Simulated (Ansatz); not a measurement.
# Rb: the cost of one run

Program: Ansatz 0.2.0. Level of theory: DFT PBE, scalar-relativistic, plane waves, PAW. These are calculated values, not measurements.

**1. The structure to begin with**

It takes space group Cmce (No. 64, orthorhombic). Conventional cell: a = 9.474 Å, b = 6.261 Å, c = 12.771 Å, α = 90.00°, β = 90.00°, γ = 90.00°. Rb (site symmetry m) is surrounded by 1 Rb at 3.53 Å.

As a file:

```cif
data_structure
_symmetry_space_group_name_H-M 'Cmce'
_symmetry_Int_Tables_number 64
_cell_length_a 9.4738
_cell_length_b 6.2615
_cell_length_c 12.7711
_cell_angle_alpha 90.000
_cell_angle_beta 90.000
_cell_angle_gamma 90.000
_cell_volume 757.58
loop_
_atom_site_label
_atom_site_type_symbol
_atom_site_symmetry_multiplicity
_atom_site_Wyckoff_symbol
_atom_site_fract_x
_atom_site_fract_y
_atom_site_fract_z
_atom_site_occupancy
Rb1 Rb 8 f 0.50000 0.65000 0.11700 1
```

This is candidate A: iodine type (Cmce, No. 64).

(A quick probe on a coarse mesh, which set the mesh and smearing, is not shown.)

**3. Relaxing cell and atoms (candidate A)**

input.yaml reads:

```yaml
crystal:
  lattice:
    - [4.7369160813, -3.1307391606, 0.0]
    - [4.7369160813, 3.1307391606, 0.0]
    - [0.0, 0.0, 12.7710652723]
  atoms:
    - { symbol: Rb, position: [0.85, 0.15, 0.117] }
    - { symbol: Rb, position: [0.65, 0.35, 0.617] }
    - { symbol: Rb, position: [0.15, 0.85, 0.883] }
    - { symbol: Rb, position: [0.35, 0.65, 0.383] }
basis:
  ecutwfc: 420
kpoints:
  mp_grid: { grid: [10, 10, 4] }
hamiltonian:
  xc: pbe
scf:
  occupations: { method: gaussian, width: 0.1 }
output:
  forces: true
  stress: true
  eigenvalues: true
relax:
  adjacent_minimum: "off"
  f_tol: 0.01
  max_steps: 80
  cell: { stress_tol: 0.05 }
```

What time and memory should one allow on 1 thread of an x86-64 CPU, shared host?

About 4.5 min, with a peak of 0.99 GiB.
